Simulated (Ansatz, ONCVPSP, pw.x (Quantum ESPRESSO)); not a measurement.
## Equation-of-state test of one ONCV potential (Ta (Z = 73))

ONCVPSP 4.0.1.1 (patched build) input, shortened (lines: element, Z, core and valence counts, functional; n l f; lmax; l rc ep ncon nbas qcut; lloc lpopt rc5 dvloc0; l nproj debl; icmod fcfact rcfact), LDA (Perdew-Wang 92), scalar-relativistic:

```
  Ta 73.00   10    4  -001012      upf
    1    0    2.00
    2    0    2.00
    2    1    6.00
    3    0    2.00
    3    1    6.00
    3    2   10.00
    4    0    2.00
    4    1    6.00
    4    2   10.00
    4    3   14.00
    5    0    2.00
    5    1    6.00
    5    2    3.00
    6    0    2.00
    2
    0    1.95    0.00    4    8    5.80
    1    1.70    0.00    4    7    6.30
    2    1.85    0.00    4    7    5.30
    4    5    1.50    4.00
    0    2    0.40
    1    2    2.60
    2    2    0.90
    3    4.25    1.70
```

Atomic tests: cutoffs needed: 14 Ha and 24 Ha (the cutoffs (Ha) at which the residual kinetic energy of the hardest occupied pseudo-wave falls to 1 and 0.1 mHa per electron); ghost test: no bound ghost flagged; no localised positive-energy state flagged; largest excitation error: -51 meV (all-electron minus pseudo) for 5s2 5p6 5d2 6s0, out of 4 test configurations.

Crystal test: bcc Ta in pw.x 7.5, no spin, 14³ k-points, Fermi–Dirac smearing 0.01 Ry, cutoffs 60/240 Ry. The reference is all-electron LAPW (Ansatz 0.2.0) with the same functional, mesh and smearing; V0 and B0 come from Birch–Murnaghan fits to the pressures at five volumes. Errors are pseudo minus all-electron; Δ is the rms difference of the E(V) curves that follow from these fits, minima aligned, over ±6 % about the mean V0. Mesh and smearing are coarse, so the numbers serve the comparison and aren't converged zero-temperature values; the lattice is a test structure that the element need not adopt.

All-electron: a0 = 3.255 Å (V0 = 17.24 Å³/atom), B0 = 217.7 GPa.

Problem. How far does the potential miss the all-electron equation of state?

Solution. mean pressure error (GPa): -2.70; a0 (Å): 3.241; a0 error (%): -0.41; B0 error (%): +0.7; Δ (meV/atom): 10.0.

| V (Å³/atom) | P all-electron (GPa) | P pseudo (GPa) |
| --- | --- | --- |
| 16.272 | 13.97 | 10.81 |
| 16.700 | 7.30 | 4.40 |
| 17.128 | 1.38 | -1.29 |
| 17.556 | -3.88 | -6.35 |
| 17.984 | -8.54 | -10.84 |

Problem. At the middle volume, how do free energy and pressure move when the wave cutoff is lowered (ecutrho kept at four times it)?

Solution.

```json
{"cutoff (Ry)": "27", "shift of F (meV/atom)": "+242.8", "shift of P (GPa)": "-5.89"}
{"cutoff (Ry)": "36", "shift of F (meV/atom)": "+44.9", "shift of P (GPa)": "-2.05"}
{"cutoff (Ry)": "48", "shift of F (meV/atom)": "+7.2", "shift of P (GPa)": "+0.08"}
```

The run at the middle volume (104 k-points, 7 iterations) took about 30 s on one core of a shared host (Neoverse-N1, 64 threads, 124 GiB, load 49).
